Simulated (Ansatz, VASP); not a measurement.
## Pt: VASP beside Ansatz

File INCAR:

```
  ALGO = Normal
  EDIFF = 1E-6
  ENCUT = 520
  GGA = PE
  ISIF = 2
  ISMEAR = -1
  LASPH = T
  LCHARG = F
  LMAXMIX = 4
  LREAL = F
  LWAVE = F
  NBANDS = 11
  NELM = 100
  PREC = Accurate
  SIGMA = 0.05
```

KPOINTS

```
k-points
0
Gamma
  12 12 12
```

Contents of POSCAR:

```
Pt
1.0
    0.0000000000      1.9609000000      1.9609000000
    1.9609000000      0.0000000000      1.9609000000
    1.9609000000      1.9609000000      0.0000000000
Pt
1
Direct
    0.0000000000      0.0000000000      0.0000000000
```

Contents of KPOINTS_OPT:

```
path GXWKGLUWLK,UX
20
line-mode
reciprocal
 0.0000000000  0.0000000000  0.0000000000  G
 0.5000000000  0.0000000000  0.5000000000  X

 0.5000000000  0.0000000000  0.5000000000  X
 0.5000000000  0.2500000000  0.7500000000  W

 0.5000000000  0.2500000000  0.7500000000  W
 0.3750000000  0.3750000000  0.7500000000  K

 0.3750000000  0.3750000000  0.7500000000  K
 0.0000000000  0.0000000000  0.0000000000  G

 0.0000000000  0.0000000000  0.0000000000  G
 0.5000000000  0.5000000000  0.5000000000  L

 0.5000000000  0.5000000000  0.5000000000  L
 0.6250000000  0.2500000000  0.6250000000  U

 0.6250000000  0.2500000000  0.6250000000  U
 0.5000000000  0.2500000000  0.7500000000  W

 0.5000000000  0.2500000000  0.7500000000  W
 0.5000000000  0.5000000000  0.5000000000  L

 0.5000000000  0.5000000000  0.5000000000  L
 0.3750000000  0.3750000000  0.7500000000  K

 0.6250000000  0.2500000000  0.6250000000  U
 0.5000000000  0.0000000000  0.5000000000  X
```

File input.yaml:

```yaml
crystal:
  lattice:
    - [0.0, 1.9609, 1.9609]
    - [1.9609, 0.0, 1.9609]
    - [1.9609, 1.9609, 0.0]
  atoms:
    - { symbol: Pt, position: [0.0, 0.0, 0.0] }
hamiltonian:
  xc: pbe
  pseudopotentials: { kind: paw }
kpoints:
  mp_grid: { grid: [12, 12, 12] }
  band_path:
    path:
      - [[0.0, 0.0, 0.0], [0.5, 0.0, 0.5], [0.5, 0.25, 0.75], [0.375, 0.375, 0.75], [0.0, 0.0, 0.0], [0.5, 0.5, 0.5], [0.625, 0.25, 0.625], [0.5, 0.25, 0.75], [0.5, 0.5, 0.5], [0.375, 0.375, 0.75]]
      - [[0.625, 0.25, 0.625], [0.5, 0.0, 0.5]]
    npoints: 14
scf:
  occupations: { method: fermi_dirac, width: 0.05 }
  n_extra_bands: 6
output:
  forces: true
  stress: true
  eigenvalues: true
  fatbands: false
  write_density: true
  write_potential: true
  elf: true
  volumetric_format: npy
```

Alike in both runs: task band structure; functional PBE; k mesh 12 × 12 × 12; occupations fermi-dirac, width 0.05 eV; no spin polarisation.

|  | VASP | Ansatz |
| --- | --- | --- |
| version | VASP 6.6.1 | Ansatz 0.2.0 |
| potentials or method | VASP PAW PBE potentials, release 64 (Pt) | Ansatz PAW |
| plane-wave cutoff (eV) | 520 | 420 |
| valence electrons in the cell | 10 | 18 |

|  | VASP | Ansatz | Ansatz less VASP |
| --- | --- | --- | --- |
| gap on the k mesh at the Fermi level (eV) | none | none | - |
| pressure (GPa) | 9.7 | 10.3 | +0.54 |

A gap of «none» marks a metal or a gap that the smearing closes. The functional is the same, so the differences come from potentials, cutoffs and numerics. The two sets of potentials don't hold the same shells in valence.

Caveats: spin-orbit coupling is left out, which moves the levels of the heavy elements.
